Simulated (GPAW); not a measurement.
Input of a GPAW 26.7.0 run:

Contents of run.py:

```python
from ase.dft.bandgap import bandgap
from ase.io import read, write
from ase.units import GPa
from gpaw import GPAW, PW

atoms = read('POSCAR')

calc = GPAW(mode=PW(800),
            xc='PBE',
            kpts={'size': (16, 16, 8), 'gamma': True},
            occupations={'name': 'fermi-dirac', 'width': 0.05},
            nbands=18,
            convergence={'density': 1e-05, 'energy': 1e-05},
            maxiter=75,
            txt='gpaw.txt')
atoms.calc = calc
energy = atoms.get_potential_energy()
forces = atoms.get_forces()
stress = atoms.get_stress()
calc.write('gs.gpw')
write('result.traj', atoms)
print(f'Energy: {energy:.6f} eV')
print('Forces (eV/A):')
print(forces.round(4))
print('Stress (GPa):', (stress / GPa).round(3))
print('Fermi level:', round(calc.get_fermi_level(), 4), 'eV')
print(f'Gap: {bandgap(calc)[0]:.4f} eV, direct: {bandgap(calc, direct=True)[0]:.4f} eV')
```

File POSCAR:

```
SiC
1.0
    3.0760000000      0.0000000000      0.0000000000
   -1.5380000000      2.6638941420      0.0000000000
    0.0000000000      0.0000000000      5.0480000000
Si C
2 2
Direct
    0.6666666667      0.3333333333      0.5000000000
    0.3333333333      0.6666666667      0.0000000000
    0.6666666667      0.3333333333      0.8850000000
    0.3333333333      0.6666666667      0.3850000000
```

Potentials or basis: GPAW PAW data sets (gpaw-data 1.2.1), pw.

The run is started by

```sh
$ OMP_NUM_THREADS=1 python run.py
```

Problem. What does it give for the band gap on the k mesh?

Solution. 2.38 eV, indirect (least direct gap 4.07 eV).

Problem. What does it give for the pressure?

Solution. 5.0 GPa.

Problem. What does it give for the largest force?

Solution. 0.770 eV/Å.

Forces in eV/Å, atoms in the order of the input:
```
Si   0.000  0.000  0.770
Si   0.000  0.000  0.770
C    0.000  0.000 -0.770
C    0.000  0.000 -0.770
```

A k mesh can miss the band edges. A hybrid or GW would open this gap; PBE tends to underestimate it.
